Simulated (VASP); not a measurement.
Set up this calculation in VASP 6.6.1, as the native input.

| Property | Result |
| --- | --- |
| Task | single point |
| Functional | PBE |
| Potentials or basis | VASP PAW PBE potentials, release 64 (Tl_d) |
| Cutoff | 520 eV |
| k mesh | 11 × 11 × 6 |
| Occupations | fermi-dirac, width 0.05 eV |
| Spin | no spin polarisation |
| Dipole correction | no |
| Further INCAR settings | ALGO = Fast; EDIFF = 1e-07; NBANDS = 20 |

The structure of Tl lies in POSCAR:

```
Tl
1.0
    3.4902183875      0.0000000000      0.0000000000
   -1.7451091938      3.0226177884      0.0000000000
    0.0000000000      0.0000000000      5.5797065281
Tl
2
Direct
    0.3333333333      0.6666666667      0.2500000000
    0.6666666667      0.3333333333      0.7500000000
```

The cell isn't the ideal one: volume scaled by 1.03.

These files were run (other wordings do the same):

INCAR

```
SYSTEM = Tl
ALGO = Fast
EDIFF = 1E-7
ENCUT = 520
GGA = PE
ISIF = 2
ISMEAR = -1
LASPH = .True.
LCHARG = .False.
LREAL = .False.
LWAVE = .False.
NBANDS = 20
NELM = 100
PREC = Accurate
SIGMA = 0.05
```

KPOINTS

```
k-points
0
Gamma
  11 11 6
  0 0 0
```

Potentials or basis: VASP PAW PBE potentials, release 64 (Tl_d).

Launch:

```bash
$ cat potpaw_PBE.64/Tl_d/POTCAR > POTCAR
$ mpirun -np 1 vasp_std > vasp.out
```

Results of the run:

| Property | Result |
| --- | --- |
| Pressure | 2.0 GPa |
| Band gap on the k mesh | none (metal or under the smearing width) |

Run time: 44 s on 1 thread of AMD EPYC 7R13 Processor (Zen 3), with other jobs on the host, peak memory 0.17 GiB.
